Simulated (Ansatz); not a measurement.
# TiCo (Pm-3m) in Ansatz: single point with PBEsol

Aim: the single point of TiCo with PBEsol.

Everything below comes from runs of Ansatz 0.2.0. Logs are shortened: lines on timing, memory, paths and dates and some standing lists are left out, and cuts for length are marked.

## (1) The undisturbed crystal

Symmetry: Pm-3m, No. 221, cubic system. The conventional cell has a = 2.986 Å, b = 2.986 Å, c = 2.986 Å, α = 90.00°, β = 90.00°, γ = 90.00°. Co (site symmetry m-3m) is surrounded by 8 Ti at 2.59 Å. Ti (site symmetry m-3m) is surrounded by 8 Co at 2.59 Å.

The cell comes from a database or a generator and needn't be the stable form of this composition.

## (2) Single point, PBEsol, collinear spin, ferromagnetic start (strain_shear_xy = 0)

input.yaml reads:

```yaml
crystal:
  lattice:
    - [2.98611099, 0.0, 0.0]
    - [0.0, 2.98611099, 0.0]
    - [0.0, 0.0, 2.98611099]
  atoms:
    - { symbol: Co, position: [0.5, 0.5, 0.5], spin: 2.0 }
    - { symbol: Ti, position: [0.0, 0.0, 0.0], spin: 1.0 }
kpoints:
  mp_grid: { grid: [9, 9, 9] }
scf:
  occupations: { method: fermi_dirac, width: 0.05 }
hamiltonian:
  xc: pbesol
  pseudopotentials: { kind: all_electron, lapw: { basis_error: 0.001 } }
magnetization:
  spin_polarized: true
output:
  forces: true
  stress: true
  eigenvalues: true
```

Potentials or basis: all-electron LAPW, scalar-relativistic.

Started as:

```console
$ ansatz run input.yaml --threads 2 --pin off --max-ram 6144MiB --backend cpu --events-out ev --progress --plain --runs-dir out
```

Log:

```text
Warning: RAYON_NUM_THREADS=2 ignored (pool sized by the plan → 2); use --threads N
LAPW: plane waves up to 8.557 Å⁻¹, error target 1.0e-3 eV per atom; small_component_spin mean_spin; Ti in spheres of 1.287 Å, 12 of its electrons in bands, Dirac shells []; Co in spheres of 1.299 Å, 17 of its electrons in bands, Dirac shells [] (how accurate: hamiltonian.pseudopotentials.lapw.basis_error, Limitations)
Engine: ansatz 0.2.0, aarch64-unknown-linux-gnu
Pseudopotentials: kind: all_electron
Pseudopotential: Co, LAPW, valence charge 17, lapw/all_electron/scalar/gaussian/Co, Koelling and Harmon's equation, gaussian nucleus
Pseudopotential: Ti, LAPW, valence charge 12, lapw/all_electron/scalar/gaussian/Ti, Koelling and Harmon's equation, gaussian nucleus
Functional definition: PBEsol
  exchange = pbesol_x
  correlation = pbesol_c
Crystal: 2 atoms, lattice volume = 26.627 Å³
Basis set: ecut = 278.98988447865116 eV, 257 PW (Γ), exchange–correlation at level 2
Bands: 20, of which v1, the nominal top of the filled ones, is band 15 counted from 1 (14 counted from 0)
Symmetry: 48 space group operations
Space group: Pm-3m (ITA 221), of the structure as read, at distance tolerance 3.0e-5 Å
Magnetic group: BNS 221.92 (UNI 1594), of the structure as read, at distance tolerance 3.0e-5 Å
k-points: 35 of 729
Non-local potential: Co, projectors of the file, none
Non-local potential: Ti, projectors of the file, none
Initial density: superposition of atomic densities (chi_scale 0.1, normalization cell)
Starting moments: Σ|m| = 3 μB on 2 of 2 sites
Initial wavefunctions: plane waves of lowest kinetic energy (no species holds an atomic orbital)
Functional: x = pbesol(κ = 0.804, μ = 0.12345679012345678), c = pbesol(β = 0.046)
iter 1 solved again at ethr=2.73e-3 eV; its pass at ethr=1.00e-1 eV (dr2=7.92e-1 eV) is discarded
SCF iter   1: F=—  HF=-61092.991669 eV  |F-HF|=—  |Δ(HF+E_count)|=         —  Δρ=5.12e-2 (↑4.99e-2 ↓5.12e-2)  dr2=7.92e-1  dr2_m=5.12e-1  M=0.841 μB ∫|m|=0.869 μB  β_m=0.30  ethr=2.73e-3  ⟨swp⟩=2.0  Hψ=9540  notcnv=0
Mixer restart at iter 1: flushing history
preconditioner: auto → none  [metal: Δε(μ)=0.015 eV  Ē_g=4.979 eV  σ=0.050 eV  W_gap=0.08  n_scr=6 (ndim 8)  ℏωp=25.9 eV  f_vac=0.000  D(μ)=2.23/eV (n_scr^D=26)  sad-step TF]
SCF iter   2: F=—  HF=-61092.815851 eV  |F-HF|=—  |Δ(HF+E_count)|=   1.76e-1  Δρ=3.41e-2 (↑3.41e-2 ↓3.31e-2)  dr2=1.86e-1  dr2_m=2.48e-1  M=0.834 μB ∫|m|=0.891 μB  β_m=0.55  ethr=2.73e-3  ⟨swp⟩=2.1  Hψ=4344  notcnv=0
SCF iter   3: F=—  HF=-61093.018386 eV  |F-HF|=—  |Δ(HF+E_count)|=   2.03e-1  Δρ=2.90e-2 (↑1.95e-2 ↓2.90e-2)  dr2=8.22e-1  dr2_m=4.25e-2  M=0.513 μB ∫|m|=0.648 μB  β_m=0.45  ethr=6.43e-4  ⟨swp⟩=2.9  Hψ=4502  notcnv=0
iter 4 solved again at ethr=2.29e-5 eV; its pass at ethr=6.43e-4 eV (dr2=6.63e-3 eV) is discarded
SCF iter   4: F=—  HF=-61092.806405 eV  |F-HF|=—  |Δ(HF+E_count)|=   2.12e-1  Δρ=4.64e-3 (↑2.53e-3 ↓4.64e-3)  dr2=6.65e-3  dr2_m=9.00e-4  M=0.716 μB ∫|m|=0.867 μB  β_m=0.40  ethr=2.29e-5  ⟨swp⟩=2.0  Hψ=7318  notcnv=0
SCF iter   5: F=—  HF=-61092.805397 eV  |F-HF|=—  |Δ(HF+E_count)|=         —  Δρ=2.30e-3 (↑1.43e-3 ↓2.30e-3)  dr2=7.27e-4  dr2_m=5.63e-4  M=0.696 μB ∫|m|=0.853 μB  β_m=0.61  ethr=2.29e-5  ⟨swp⟩=2.8  Hψ=4119  notcnv=0
the basis was enlarged: its passes take 1.6 MiB over the memory plan, 2 of 2 planned eigensolver slots
SCF iter   6: F=—  HF=-61092.808997 eV  |F-HF|=—  |Δ(HF+E_count)|=   3.60e-3  Δρ=1.17e-3 (↑2.47e-4 ↓1.17e-3)  dr2=3.52e-4  dr2_m=1.11e-4  M=0.714 μB ∫|m|=0.877 μB  β_m=0.80  ethr=2.51e-6  ⟨swp⟩=3.0  Hψ=4323  notcnv=0
SCF iter   7: F=—  HF=-61092.809546 eV  |F-HF|=—  |Δ(HF+E_count)|=   5.49e-4  Δρ=3.35e-4 (↑2.33e-4 ↓3.35e-4)  dr2=4.54e-6  dr2_m=1.96e-5  M=0.721 μB ∫|m|=0.893 μB  β_m=0.90  ethr=1.21e-6  ⟨swp⟩=2.5  Hψ=4092  notcnv=0
SCF iter   8: F=—  HF=-61092.809606 eV  |F-HF|=—  |Δ(HF+E_count)|=   6.00e-5  Δρ=1.33e-4 (↑1.33e-4 ↓1.07e-4)  dr2=2.46e-5  dr2_m=1.55e-7  M=0.731 μB ∫|m|=0.910 μB  β_m=0.95  ethr=1.56e-8  ⟨swp⟩=3.0  Hψ=4506  notcnv=0
SCF iter   9: F=—  HF=-61092.809610 eV  |F-HF|=—  |Δ(HF+E_count)|=   4.07e-6  Δρ=2.79e-5 (↑9.70e-6 ↓2.79e-5)  dr2=5.79e-7  dr2_m=2.92e-8  M=0.735 μB ∫|m|=0.915 μB  β_m=0.98  ethr=1.56e-8  ⟨swp⟩=2.9  Hψ=4164  notcnv=0
SCF iter  10: F=—  HF=-61092.809610 eV  |F-HF|=—  |Δ(HF+E_count)|=   3.84e-7  Δρ=6.50e-6 (↑5.12e-6 ↓6.50e-6)  dr2=3.35e-9  dr2_m=7.79e-9  M=0.735 μB ∫|m|=0.915 μB  β_m=0.93  ethr=2.00e-9  ⟨swp⟩=2.2  Hψ=4013  notcnv=0
SCF iter  11: F=—  HF=-61092.809610 eV  |F-HF|=—  |Δ(HF+E_count)|=   5.03e-9  Δρ=1.66e-6 (↑1.44e-6 ↓1.66e-6)  dr2=4.28e-11  dr2_m=5.70e-10  M=0.735 μB ∫|m|=0.915 μB  β_m=0.89  ethr=1.16e-11  ⟨swp⟩=3.0  Hψ=4390  notcnv=0
SCF iter  12: F=-61092.809610 eV  HF=-61092.809610 eV  |F-HF|=8.00e-11  |Δ(HF+E_count)|=  4.87e-10  Δρ=3.72e-7 (↑2.89e-7 ↓3.72e-7)  dr2=1.21e-11  dr2_m=2.29e-11  M=0.735 μB ∫|m|=0.915 μB  ethr=1.10e-12 (applied; sched 1.00e-12)  ⟨swp⟩=2.5  Hψ=4095  notcnv=0
SCF 1 converged in 12 iterations: F = -61092.809610 eV  dr2 = 1.21e-11
SCF converged after 12 iterations
Magnetization: 0.7346 μB (14.8673 up, 14.1327 down)
Absolute magnetization: 0.9148 μB (∫|ρ↑−ρ↓|)
Spin contamination: 0.0544 ħ² per cell (⟨S²⟩ above its minimum at these occupations)
Per-site moments (μB) at R_I (Å): [(0.8180397508745383, 1.2985995057262567), (-0.036346912000658094, 1.2874484315985253)]
Free energy (F): -61092.809610 eV
Harris-Foulkes:  -61092.809610 eV  (|F-HF|=8.00e-11)
Internal energy: -61092.791359 eV  (E = F + TS)
E sigma→0 (E₀):  -61092.800485 eV
Entropy (-TS):   -0.018251 eV (-9.126 meV/atom)
Fermi energy:    16.950093 eV
--- Per-component energies (eV) ---
  E_band       = -393.488513
  E_kinetic    = 61869.037396
  E_xc         = -2712.180842
  E_electrostatic = -120249.647913  (all electrons and nuclei)
  E_smearing   = -0.018251  (= −TS)
  E_closure    = 0.000000  (closes the sum)
  E_atoms      = -61075.794362  (free atoms, spherical and without spin; not in F)
  Σ components = -61092.809610   (vs F -61092.809610, Δ=0.00e0)
  Basis errors (estimates in eV, not in F): energy 2.1e-4 per atom: plane waves 1.7e-4 (8.9e-5 summed), levels above the bands 1.2e-67, relativity 6.4e-9, radial functions 3.8e-5, core shells 7.3e-7; eigenvalues (radial functions only) 1.7e-6; not estimated: angular momenta, meshes, grids; target (lapw.basis_error) 1.0e-3; muffin-tin radii Ti 1.287 Å, Co 1.299 Å
--- Forces (eV/Å), atoms counted from 1 ---
  atom   1  Co    -0.00000000     0.00000000    -0.00000000
  atom   2  Ti    -0.00000000    -0.00000000     0.00000000
  max |Σ_I F_I| component: 3.19e-30 eV/Å
--- Stress (GPa, compression-positive) ---
       -8.090340       0.000000       0.000000
        0.000000      -8.090340       0.000000
        0.000000       0.000000      -8.090340
  P = ⅓ Tr σ = -8.0903 GPa (-80.903 kbar)
--- Band table (eV; the first three rows and the last of 70) ---
  k-point 0 ↑: bands = ["-78.3751", "-41.7835", "-41.7835", "-41.7835", "-39.9364", "-16.1466", "-16.1466", "-16.1466", "9.1917", "12.8017", "12.8017", "15.1251", "15.1251", "15.1251", "17.4593", "17.4593", "19.6427", "19.6427", "19.6427", "25.7666"]
  k-point 1 ↑: bands = ["-78.3749", "-41.7875", "-41.7833", "-41.7833", "-39.9313", "-16.1831", "-16.1441", "-16.1441", "9.4355", "12.9002", "12.9083", "15.1072", "15.1072", "15.1644", "17.3497", "17.4994", "19.3207", "19.3207", "19.5934", "24.6880"]
  k-point 2 ↑: bands = ["-78.3745", "-41.7975", "-41.7827", "-41.7827", "-39.9182", "-16.2748", "-16.1376", "-16.1376", "10.1342", "13.1656", "13.1771", "15.0671", "15.0671", "15.2680", "17.0424", "17.5203", "18.6433", "18.6433", "19.4646", "22.7657"]
  k-point 34 ↓: bands = ["-77.4183", "-40.8734", "-40.8733", "-40.8733", "-39.8615", "-16.3878", "-16.3878", "-16.3878", "14.4187", "14.5848", "14.5848", "14.8393", "14.8785", "14.8785", "16.9089", "16.9089", "19.9362", "19.9362", "23.8012", "24.3841"]
```

Run time: 9.7 s. Hardware: 2 threads of Arm Neoverse V2, shared host; peak memory 0.41 GiB.

Results:

```
Free energy            : -61092.8096 eV
Pressure               : -8.1 GPa
Band gap on the k mesh : none (metal or under the smearing width)
Net moment             : 0.73 μB per cell
Absolute moment        : 0.91 μB per cell
Site moments           : Co +0.82; Ti -0.04 μB
```
